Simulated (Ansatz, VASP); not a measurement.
## Ta (Ta wire along [100], 24 atoms a period): VASP beside Ansatz

Aim: how closely do two programs agree when they are given the same cell, functional and k mesh? The structure shown is the start of the Ansatz relaxation below; VASP solves that cell, so the two are compared at the walk's first step.

Program: Ansatz 0.2.0. Level of theory: plane waves, with VASP 6.6.1 beside it; single point at PBE. Results are calculated unless marked as measured.

### Step 1. Set-up

The cell holds 24 atoms: 24 Ta. Cell: a = 16.760 Å, b = 16.760 Å, c = 3.320 Å, α = 90.0°, β = 90.0°, γ = 90.0°. Vacuum lies along a and b. The structure's axis is c.

### Step 2. Ansatz: relaxation, PBE

Ansatz runs on its PAW soft_1 files.

The two programs are compared at the cell with which this relaxation starts, whose forces are those of its first step.

input.yaml reads:

```yaml
crystal:
  lattice:
    - [16.76, 0.0, 0.0]
    - [0.0, 16.76, 0.0]
    - [0.0, 0.0, 3.32]
  atoms:
    - { symbol: Ta, position: [0.202863962, 0.301909308, 0.0] }
    - { symbol: Ta, position: [0.202863962, 0.5, 0.0] }
    - { symbol: Ta, position: [0.202863962, 0.698090692, 0.0] }
    - { symbol: Ta, position: [0.400954654, 0.301909308, 0.0] }
    - { symbol: Ta, position: [0.400954654, 0.5, 0.0] }
    - { symbol: Ta, position: [0.400954654, 0.698090692, 0.0] }
    - { symbol: Ta, position: [0.599045346, 0.301909308, 0.0] }
    - { symbol: Ta, position: [0.599045346, 0.5, 0.0] }
    - { symbol: Ta, position: [0.599045346, 0.698090692, 0.0] }
    - { symbol: Ta, position: [0.797136038, 0.301909308, 0.0] }
    - { symbol: Ta, position: [0.797136038, 0.5, 0.0] }
    - { symbol: Ta, position: [0.797136038, 0.698090692, 0.0] }
    - { symbol: Ta, position: [0.301909308, 0.202863962, 0.5] }
    - { symbol: Ta, position: [0.301909308, 0.400954654, 0.5] }
    - { symbol: Ta, position: [0.301909308, 0.599045346, 0.5] }
    - { symbol: Ta, position: [0.301909308, 0.797136038, 0.5] }
    - { symbol: Ta, position: [0.5, 0.202863962, 0.5] }
    - { symbol: Ta, position: [0.5, 0.400954654, 0.5] }
    - { symbol: Ta, position: [0.5, 0.599045346, 0.5] }
    - { symbol: Ta, position: [0.5, 0.797136038, 0.5] }
    - { symbol: Ta, position: [0.698090692, 0.202863962, 0.5] }
    - { symbol: Ta, position: [0.698090692, 0.400954654, 0.5] }
    - { symbol: Ta, position: [0.698090692, 0.599045346, 0.5] }
    - { symbol: Ta, position: [0.698090692, 0.797136038, 0.5] }
kpoints:
  mp_grid: { grid: [1, 1, 25] }
scf:
  occupations: { method: fermi_dirac, width: 0.05 }
hamiltonian:
  xc: pbe
  pseudopotentials: { kind: paw, azcp: { folder: soft_1 } }
relax:
  cell: { fix: [a, b, alpha, beta, gamma] }
  max_steps: 45
  f_tol: 0.03
```

Started as:

```console
> ansatz run input.yaml --threads 4 --pin off --max-ram 16384MiB --backend cpu --events-out ev --progress --plain --runs-dir out
```

Numbers of over 12 decimals in the logs are rounded to 6 here.

What it wrote:

```text
Engine: ansatz 0.2.0, aarch64-unknown-linux-gnu
Pseudopotentials: kind: paw
Pseudopotential: Ta, paw, valence charge 13, recommended cutoff 420 eV (normal), soft_1/Ta.paw.azcp
Functional definition: PBE
  parameter kappa = 0.804
  parameter beta = 0.066725
  exchange = pbe_x(kappa = kappa, mu = beta*pi^2/3)
  correlation = pbe_c(beta = beta)
Crystal: 24 atoms, lattice volume = 932.580 Å³
Basis set: ecut = 420 eV, 18311 PW (Γ), exchange–correlation on 240×240×48 points (8 copies of the dense FFT grid, shifted against one another)
Bands: 188, of which v1, the nominal top of the filled ones, is band 156 counted from 1 (155 counted from 0)
Symmetry: 16 space group operations
Space group: P42/mmc (ITA 131), of the structure as read, at distance tolerance 9.8e-5 Å
k-points: 13 of 25
Non-local potential: Ta, projectors of the file, l = 0: 3, l = 1: 2, l = 2: 2, l = 3: 1
PAW form: soft (Blöchl's): semilocal exchange-correlation on the pseudo side does not see the compensation charge
PAW one-centre angular grid: Ta, 590 points (default); XC on 64 Gauss nodes
Initial density: superposition of atomic densities (neutral atoms: chi_scale 0, normalization atom)
Initial wavefunctions: pseudopotential atomic-orbital guess
Functional: x = pbe(κ = 0.804, μ = 0.219515), c = pbe(β = 0.066725)
SCF iter   1: F=—  HF=-238403.147924 eV  |F-HF|=—  |Δ(HF+E_count)|=         —  Δρ=5.54e-2  dr2=4.35e2  ethr=3.10e-3  ⟨swp⟩=11.2  Hψ=11079  notcnv=0  defer=38
preconditioner: auto → LDOS  [metal: Δε(μ)=0.017 eV  Ē_g=4.246 eV  σ=0.050 eV  W_gap=0.09  n_scr=186 (ndim 8)  ℏωp=13.3 eV  f_vac=0.362  D(μ)=13.83/eV (n_scr^D=60)  β→1.0]
SCF iter   2: F=—  HF=-238463.848932 eV  |F-HF|=—  |Δ(HF+E_count)|=    6.07e1  Δρ=1.16e-1  dr2=3.27e3  ethr=3.10e-3  ⟨swp⟩=14.5  Hψ=17187  notcnv=0  defer=91  recentre
SCF iter   3: F=—  HF=-238381.791315 eV  |F-HF|=—  |Δ(HF+E_count)|=    8.21e1  Δρ=3.24e-2  dr2=1.83e2  ethr=3.10e-3  ⟨swp⟩=11.0  Hψ=14533  notcnv=0  defer=27
SCF iter   4: F=—  HF=-238372.689482 eV  |F-HF|=—  |Δ(HF+E_count)|=    9.10e0  Δρ=5.86e-3  dr2=9.99e-1  ethr=3.10e-3  ⟨swp⟩=4.7  Hψ=4697  notcnv=0  defer=74
SCF iter   5: F=—  HF=-238372.653344 eV  |F-HF|=—  |Δ(HF+E_count)|=   3.61e-2  Δρ=1.91e-3  dr2=2.45e-1  ethr=3.20e-4  ⟨swp⟩=4.9  Hψ=4323  notcnv=0  defer=64
SCF iter   6: F=—  HF=-238372.654064 eV  |F-HF|=—  |Δ(HF+E_count)|=   7.20e-4  Δρ=7.83e-4  dr2=6.66e-2  ethr=7.84e-5  ⟨swp⟩=3.9  Hψ=3849  notcnv=0  defer=58
SCF iter   7: F=—  HF=-238372.654298 eV  |F-HF|=—  |Δ(HF+E_count)|=   2.33e-4  Δρ=4.05e-4  dr2=1.73e-2  ethr=2.13e-5  ⟨swp⟩=2.6  Hψ=3174  notcnv=0  defer=57
SCF iter   8: F=—  HF=-238372.653890 eV  |F-HF|=—  |Δ(HF+E_count)|=   4.07e-4  Δρ=9.84e-5  dr2=3.83e-4  ethr=5.54e-6  ⟨swp⟩=2.4  Hψ=3076  notcnv=0  defer=54
SCF iter   9: F=—  HF=-238372.654044 eV  |F-HF|=—  |Δ(HF+E_count)|=   1.54e-4  Δρ=8.12e-5  dr2=1.69e-3  ethr=1.23e-7  ⟨swp⟩=3.7  Hψ=4682  notcnv=0  defer=53
SCF iter  10: F=—  HF=-238372.653993 eV  |F-HF|=—  |Δ(HF+E_count)|=   5.05e-5  Δρ=2.20e-5  dr2=1.29e-5  ethr=1.23e-7  ⟨swp⟩=2.0  Hψ=3135  notcnv=0  defer=52
SCF iter  11: F=—  HF=-238372.653958 eV  |F-HF|=—  |Δ(HF+E_count)|=   3.57e-5  Δρ=9.58e-6  dr2=6.32e-6  ethr=4.15e-9  ⟨swp⟩=2.8  Hψ=4182  notcnv=0  defer=52
SCF iter  12: F=—  HF=-238372.653958 eV  |F-HF|=—  |Δ(HF+E_count)|=   1.62e-7  Δρ=4.02e-6  dr2=3.56e-7  ethr=2.03e-9  ⟨swp⟩=2.0  Hψ=2834  notcnv=0  defer=52
SCF iter  13: F=-238372.653958 eV  HF=-238372.653958 eV  |F-HF|=2.56e-8  |Δ(HF+E_count)|=   5.43e-8  Δρ=1.24e-6  dr2=4.36e-8  ethr=3.21e-11  ⟨swp⟩=6.1  Hψ=8392  notcnv=0
SCF 1 converged in 13 iterations: F = -238372.653958 eV  dr2 = 4.36e-8
  greatest PAW one-centre occupation: 0.999 electrons in one spin orbital (limit 2), on the Ta atom at site 6 (counted from 0), in its partial waves of l = 0
relax step   1: F+E_penalty+E_count = -238372.65395792 eV  Δ(F+E_penalty+E_count) = +0.000e0 eV  max|allowed force component| = 1.968e0 eV/Å  Δτ_max = 0.0000 Å  P = -6.528 GPa  Ω = 932.580 Å³  fix = [a, b, alpha, beta, gamma]  reactions: a -5.694, b -5.694 GPa  (13 SCF iters, dr2 threshold 1.00e-7 eV, accepted)
[...]
relax step   4: F+E_penalty+E_count = -238375.03244819 eV  Δ(F+E_penalty+E_count) = -2.660e-2 eV  max|allowed force component| = 4.446e-2 eV/Å  Δτ_max = 0.0208 Å  P = -0.219 GPa  Ω = 893.088 Å³  energy of the carried Pulay correction = +4.003e-3 eV  fix = [a, b, alpha, beta, gamma]  reactions: a -0.300, b -0.300 GPa  (7 SCF iters, dr2 threshold 2.40e-6 eV, accepted)
[...]
relax step   5: F+E_penalty+E_count = -238375.03363467 eV  Δ(F+E_penalty+E_count) = -1.186e-3 eV  max|allowed force component| = 2.411e-2 eV/Å  Δτ_max = 0.0039 Å  P = -0.149 GPa  Ω = 893.180 Å³  energy of the carried Pulay correction = +3.993e-3 eV  fix = [a, b, alpha, beta, gamma]  reactions: a -0.221, b -0.221 GPa  (7 SCF iters, dr2 threshold 1.24e-7 eV, accepted)
[...]
relax step   6: F+E_penalty+E_count = -238375.02981643 eV  Δ(F+E_penalty+E_count) = +3.818e-3 eV  max|allowed force component| = 2.398e-2 eV/Å  Δτ_max = 0.0000 Å  P = -0.149 GPa  Ω = 893.180 Å³  fix = [a, b, alpha, beta, gamma]  reactions: a -0.220, b -0.220 GPa  stress off target by 6.87e-3 GPa on what of the cell is left free  SCF on the basis re-selected at this cell (its energy is not comparable with the rows above)  (7 SCF iters)
basis re-selected at this cell: Δ(F+E_penalty+E_count) = +3.818e-3 eV, ΔP = -0.000 GPa vs the last step (what re-selecting the basis moved, of the pressure what is left beyond the Pulay correction that the steps carried, after the strain that the cell walked since its last selection, with what the two solves' SCF thresholds leave and, on support functions, any second-order correction that the steps lacked; it is no m [...]
SCF converged after 7 iterations
Free energy (F): -238375.029816 eV
Harris-Foulkes:  -238375.029816 eV  (|F-HF|=8.73e-11)
Internal energy: -238374.771425 eV  (E = F + TS)
E sigma→0 (E₀):  -238374.900621 eV
Entropy (-TS):   -0.258391 eV (-10.766 meV/atom)
Fermi energy:    7.403528 eV
--- Per-component energies (eV) ---
  E_band       = -6087.832850
  E_kinetic    = 9427.868709
  E_local      = -121636.798226  (includes V_loc(G=0)·N_el)
  E_nonlocal   = -261.924691
  E_hartree    = 57215.326602
  E_xc         = -7688.252853
  E_vxc        = -5577.597606  (∫ρ·V_xc dr)
  E_paw        = -199309.306923  (= ΣΔE_a)
  E_vpaw       = -2470.035424  (= ΣTr[D̂ρ^β])
  E_aug_tail   = 0.002245  (compensation charges beyond the density's cutoff)
  E_ewald      = 23878.313711
  E_smearing   = -0.258391  (= −TS)
  E_closure    = 0.000000  (closes the sum)
  Σ components = -238375.029816   (vs F -238375.029816, Δ=0.00e0)
--- Forces (eV/Å), atoms counted from 1 ---
  atom   1  Ta     0.02397568    -0.00926141     0.00000000
  atom   2  Ta     0.00878734     0.00000000     0.00000000
  atom   3  Ta     0.02397568     0.00926141     0.00000000
  atom   4  Ta     0.00905853    -0.01254239     0.00000000
  atom   5  Ta    -0.01083458     0.00000000     0.00000000
  atom   6  Ta     0.00905853     0.01254239     0.00000000
  atom   7  Ta    -0.00905853    -0.01254239     0.00000000
  atom   8  Ta     0.01083458     0.00000000     0.00000000
  atom   9  Ta    -0.00905853     0.01254239     0.00000000
  atom  10  Ta    -0.02397568    -0.00926141     0.00000000
  atom  11  Ta    -0.00878734     0.00000000     0.00000000
  atom  12  Ta    -0.02397568     0.00926141     0.00000000
  atom  13  Ta    -0.00926141     0.02397568     0.00000000
  atom  14  Ta    -0.01254239     0.00905853     0.00000000
  atom  15  Ta    -0.01254239    -0.00905853     0.00000000
  atom  16  Ta    -0.00926141    -0.02397568     0.00000000
  atom  17  Ta    -0.00000000     0.00878734     0.00000000
  atom  18  Ta     0.00000000    -0.01083458     0.00000000
  atom  19  Ta     0.00000000     0.01083458     0.00000000
  atom  20  Ta    -0.00000000    -0.00878734     0.00000000
  atom  21  Ta     0.00926141     0.02397568     0.00000000
  atom  22  Ta     0.01254239     0.00905853     0.00000000
  atom  23  Ta     0.01254239    -0.00905853     0.00000000
  atom  24  Ta     0.00926141    -0.02397568     0.00000000
  max |Σ_I F_I| component: 1.73e-17 eV/Å
--- Stress (GPa, compression-positive) ---
       -0.220435       0.000000       0.000000
        0.000000      -0.220435       0.000000
        0.000000       0.000000      -0.006867
  P = ⅓ Tr σ = -0.1492 GPa (-1.492 kbar)
--- Relaxed structure (5 steps of the walk, 5 accepted, 1 SCFs on fresh bases) ---
  F+E_penalty+E_count = -238375.02981643 eV   max|allowed force component| = 2.398e-2 eV/Å   (the final SCF, on the basis selected at the relaxed cell)
  cell:  # Å, volume = 893.1799 Å³
    - [16.76, 0.0, 0.0]
    - [0.0, 16.76, 0.0]
    - [0.0, 0.0, 3.179735]
  atoms:
    - { symbol: Ta, position: [0.209458, 0.301337, 0.0] }
    - { symbol: Ta, position: [0.206970, 0.500000, 0.0] }
    - { symbol: Ta, position: [0.209458, 0.698663, 0.0] }
    - { symbol: Ta, position: [0.399714, 0.300027, 0.0] }
    - { symbol: Ta, position: [0.399777, 0.500000, 0.0] }
    - { symbol: Ta, position: [0.399714, 0.699973, 0.0] }
    - { symbol: Ta, position: [0.600286, 0.300027, 0.0] }
    - { symbol: Ta, position: [0.600223, 0.500000, 0.0] }
    - { symbol: Ta, position: [0.600286, 0.699973, 0.0] }
    - { symbol: Ta, position: [0.790542, 0.301337, 0.0] }
    - { symbol: Ta, position: [0.793030, 0.500000, 0.0] }
    - { symbol: Ta, position: [0.790542, 0.698663, 0.0] }
    - { symbol: Ta, position: [0.301337, 0.209458, 0.500000] }
    - { symbol: Ta, position: [0.300027, 0.399714, 0.500000] }
    - { symbol: Ta, position: [0.300027, 0.600286, 0.500000] }
    - { symbol: Ta, position: [0.301337, 0.790542, 0.500000] }
    - { symbol: Ta, position: [0.500000, 0.206970, 0.500000] }
    - { symbol: Ta, position: [0.500000, 0.399777, 0.500000] }
    - { symbol: Ta, position: [0.500000, 0.600223, 0.500000] }
    - { symbol: Ta, position: [0.500000, 0.793030, 0.500000] }
    - { symbol: Ta, position: [0.698663, 0.209458, 0.500000] }
    - { symbol: Ta, position: [0.699973, 0.399714, 0.500000] }
    - { symbol: Ta, position: [0.699973, 0.600286, 0.500000] }
    - { symbol: Ta, position: [0.698663, 0.790542, 0.500000] }
```

Reading the cycles: dr2 is the Hartree energy of the density residual (eV), the measure of convergence; HF is the Harris–Foulkes estimate of the energy, which meets the free energy F at convergence.

[end of part 1 of 2]

[Lines on the potential files, build, host, timing and source positions are cut from VASP's logs without a mark.]

[Logs are printed without paths, hosts, clocks, repeated set-up lines and the standing remarks that a program may print on its own settings, such as how far it seeks lower states.]

[Hosts, paths, dates, database ids (printed as entryN), source tags and the programs' standing remarks are cut or masked in the printed files.]
